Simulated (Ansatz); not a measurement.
The parent structure is BaSnO3 in the cubic perovskite structure (space group Pm-3m, No. 221).

```
BaSnO3
1.0
    4.17621     0.00000     0.00000
    0.00000     4.17621     0.00000
    0.00000     0.00000     4.17621
Ba Sn O
1 1 3
Direct
  0.00000   0.00000   0.00000
  0.50000   0.50000   0.50000
  0.00000   0.50000   0.50000
  0.50000   0.50000   0.00000
  0.50000   0.00000   0.50000
```

The values are results of plane-wave PAW DFT at the PBE level (Ansatz, a quantum-chemistry and plane-wave program, 420 eV), no spin-orbit coupling, earlier PAW set, not measurements.

Base values:

The band gap comes out as 0.48 eV. The smallest direct gap is 0.97 eV.

Now apply this change: a hydrostatic pressure of 2.1 GPa.

Q: What happens to the band gap and smallest direct gap?

A: The band gap increases by 0.18 eV, from 0.48 eV to 0.66 eV; the smallest direct gap increases by 0.18 eV (0.97 eV → 1.15 eV).

Load acts through the strain it causes; cell and atoms are relaxed under it. No phonon test of stability was made.
